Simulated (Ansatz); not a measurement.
# Ti: the cost of one run

Computed with Ansatz 0.2.0 (DFT PBE, scalar-relativistic, plane waves, PAW, unless a step's input says otherwise).

2 further runs of the same task are left out: 2 set aside as unsound or not needed.

## (1) Starting point

Symmetry: P6_3/mmc, No. 194, hexagonal system. Conventional cell: a = 2.938 Å, b = 2.938 Å, c = 4.651 Å, α = 90.00°, β = 90.00°, γ = 120.00°. Ti (site symmetry -6m2) is surrounded by 12 Ti at 2.88 to 2.94 Å.

As a file:

```
CELL_PARAMETERS angstrom
2.93846 0.00000 0.00000
-1.46923 2.54478 0.00000
0.00000 0.00000 4.65063
ATOMIC_POSITIONS crystal
Ti 0.33333 0.66667 0.25000
Ti 0.66667 0.33333 0.75000
```

This cell was relaxed beforehand with the same method: volume 17.39 Å³/atom, gap on the mesh none (metal).

## (2) The slab

Miller indices refer to the conventional cell of the relaxed bulk, P6_3/mmc (No. 194): a = 2.938 Å, b = 2.938 Å, c = 4.651 Å, α = 90.00°, β = 90.00°, γ = 120.00°.

A (001) slab, 7.0 Å thick as cut, with 17 Å of vacuum, in a 2×2 surface cell; its outer planes are Ti (top) and Ti (bottom).

The slab as cut. Its planes from the bottom up:

```
plane  atoms per cell  height over the lowest (Å)
    1             Ti4                        0.00
    2             Ti4                        2.33
    3             Ti4                        4.65
    4             Ti4                        6.98
```

## (3) The clean surface, relaxed

The input, input.yaml:

```yaml
crystal:
  lattice:
    - [5.8769161223, 0.0, 0.0]
    - [-2.9384580611, 5.0895586578, 0.0]
    - [0.0, 0.0, 23.975951022]
  atoms:
    - { symbol: Ti, position: [0.3333333333, 0.1666666667, 0.3545219121] }
    - { symbol: Ti, position: [0.3333333333, 0.6666666667, 0.3545219121] }
    - { symbol: Ti, position: [0.8333333333, 0.1666666667, 0.3545219121] }
    - { symbol: Ti, position: [0.8333333333, 0.6666666667, 0.3545219121] }
    - { symbol: Ti, position: [0.1666666667, 0.3333333333, 0.451507304] }
    - { symbol: Ti, position: [0.1666666667, 0.8333333333, 0.451507304] }
    - { symbol: Ti, position: [0.6666666667, 0.3333333333, 0.451507304] }
    - { symbol: Ti, position: [0.6666666667, 0.8333333333, 0.451507304] }
    - { symbol: Ti, position: [0.3333333333, 0.1666666667, 0.548492696] }
    - { symbol: Ti, position: [0.3333333333, 0.6666666667, 0.548492696] }
    - { symbol: Ti, position: [0.8333333333, 0.1666666667, 0.548492696] }
    - { symbol: Ti, position: [0.8333333333, 0.6666666667, 0.548492696] }
    - { symbol: Ti, position: [0.1666666667, 0.3333333333, 0.6454780879] }
    - { symbol: Ti, position: [0.1666666667, 0.8333333333, 0.6454780879] }
    - { symbol: Ti, position: [0.6666666667, 0.3333333333, 0.6454780879] }
    - { symbol: Ti, position: [0.6666666667, 0.8333333333, 0.6454780879] }
basis:
  ecutwfc: 420
kpoints:
  mp_grid: { grid: [6, 6, 1] }
hamiltonian:
  xc: pbe
scf:
  occupations: { method: gaussian, width: 0.1 }
output:
  forces: true
  eigenvalues: true
  write_density: true
  write_potential: true
  elf: true
  volumetric_format: npy
relax:
  adjacent_minimum: "off"
  f_tol: 0.03
  max_steps: 70
  constraints: [{ sites: [0, 1, 2, 3, 4, 5, 6, 7] }]
efield:
  axis: 3
  dipole_correction: true
  ramp_width: 0.04
```

Launch:

```
ansatz run input.yaml --threads 4 --pin off --max-ram 10240MiB --backend cpu --events-out ev --progress --plain --runs-dir out
```

**Question.** How long does this run take on 4 threads of Arm Neoverse V2, shared host, and how much memory does it need?

About 81 s, with a peak of 1.9 GiB.
